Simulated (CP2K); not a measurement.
**KBr under changes of volume**

One of the cells (35.937 Å³/atom); the others are scaled copies at fixed shape and fractional positions:

```
Br K
1.0
     4.66690    0.00000    0.00000
     2.33345    4.04166    0.00000
     2.33345    1.34722    3.81051
Br K
1 1
Cartesian
  4.6669 2.6944 1.9053
  0.0000 0.0000 0.0000
```

```yaml
Program: CP2K 2026.2
Functional: LDA
Potentials_or_basis: GTH_POTENTIALS Br GTH-PADE-q7, K GTH-PADE-q9; DZVP-MOLOPT-PBE-GTH basis
Density_cutoff: 6123 eV
k_mesh: 7 × 7 × 7
Occupations: fermi-dirac, width 0.0259 eV
Spin: no spin polarisation
```

```tsv
volume (Å³/atom)	energy over the lowest point (meV/atom)	pressure (GPa)	gap on the mesh (eV)
33.781	0.00	-0.8	4.18
34.500	4.13	-1.1	4.12
35.218	9.60	-1.4	4.06
35.937	?	?	?
36.656	23.89	-1.8	3.95
37.374	32.46	-2.0	3.90
38.093	41.80	-2.2	3.86
```

Problem. What does the run at 35.937 Å³/atom give?

Solution. Energy over the lowest point 16.23 meV/atom; pressure -1.6 GPa; gap on the mesh 4.01 eV.

Worked out: A Birch-Murnaghan fit of order 3 (a polynomial in V^(-2/3)) to the other rows has no minimum within the range. It gives 16.23 meV/atom at 35.937 Å³/atom, against the run's 16.23, and -dE/dV = -1.6 GPa, against -1.6. A straight line through the other rows of the gap, of slope -2.7 eV per unit of ln V (its deformation potential), gives 4.01 eV, against the run's 4.01.

Energies are extrapolated to zero smearing.

Caveats: the basis of atomic orbitals isn't converged, which shifts pressures, moduli and gaps; an odd mesh through Γ misses points on the zone boundary, where band edges often lie (some runs).

Spin-orbit coupling on Br is left out.
